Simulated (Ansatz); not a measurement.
# TiB2: the cost of one run

Computed with Ansatz 0.2.0 (DFT PBE, scalar-relativistic, plane waves, PAW, unless a step's input says otherwise).

### Step 1. Starting point

Symmetry: Fd-3m, No. 227, cubic system. The conventional cell has a = 6.520 Å, b = 6.520 Å, c = 6.520 Å, α = 90.00°, β = 90.00°, γ = 90.00°. Ti (site symmetry -43m) is surrounded by 4 B at 1.41 Å. B (site symmetry -3m) is surrounded by 2 Ti at 1.41 Å.

As a file:

```cif
data_structure
_symmetry_space_group_name_H-M 'P 1'
_symmetry_Int_Tables_number 1
_cell_length_a 4.6105
_cell_length_b 4.6105
_cell_length_c 4.6105
_cell_angle_alpha 60.000
_cell_angle_beta 60.000
_cell_angle_gamma 60.000
_cell_volume 69.30
loop_
_atom_site_label
_atom_site_type_symbol
_atom_site_fract_x
_atom_site_fract_y
_atom_site_fract_z
_atom_site_occupancy
Ti1 Ti 0.75000 0.75000 0.75000 1
Ti2 Ti 0.50000 0.50000 0.50000 1
B1 B 0.62500 0.62500 0.62500 1
B2 B 0.62500 0.62500 0.12500 1
B3 B 0.62500 0.12500 0.62500 1
B4 B 0.12500 0.62500 0.62500 1
```

Recipe of the guess: random cell by space group and Wyckoff sites (Fd-3m, No. 227). Lengths come from tabulated atomic sizes and are only a guess.

### Step 2. A first look at the guess

input.yaml

```yaml
crystal:
  lattice:
    - [0.0, 3.26009731, 3.26009731]
    - [3.26009731, 0.0, 3.26009731]
    - [3.26009731, 3.26009731, 0.0]
  atoms:
    - { symbol: Ti, position: [0.75, 0.75, 0.75] }
    - { symbol: Ti, position: [0.5, 0.5, 0.5] }
    - { symbol: B, position: [0.625, 0.625, 0.625] }
    - { symbol: B, position: [0.625, 0.625, 0.125] }
    - { symbol: B, position: [0.625, 0.125, 0.625] }
    - { symbol: B, position: [0.125, 0.625, 0.625] }
basis:
  ecutwfc: 420
kpoints:
  mp_grid: { grid: [4, 4, 4] }
hamiltonian:
  xc: pbe
scf:
  occupations: { method: gaussian, width: 0.1 }
  lower_state_search: "off"
output:
  forces: true
  stress: true
  eigenvalues: true
```

Launch:

```
> ansatz run input.yaml --threads 1 --pin off --max-ram 2560MiB --backend cpu --events-out ev --progress --plain --runs-dir out
```

Q: Estimate wall time and peak memory on 1 thread of Intel Xeon at 2.70GHz, shared host.

About 2 s, with a peak of 0.34 GiB.
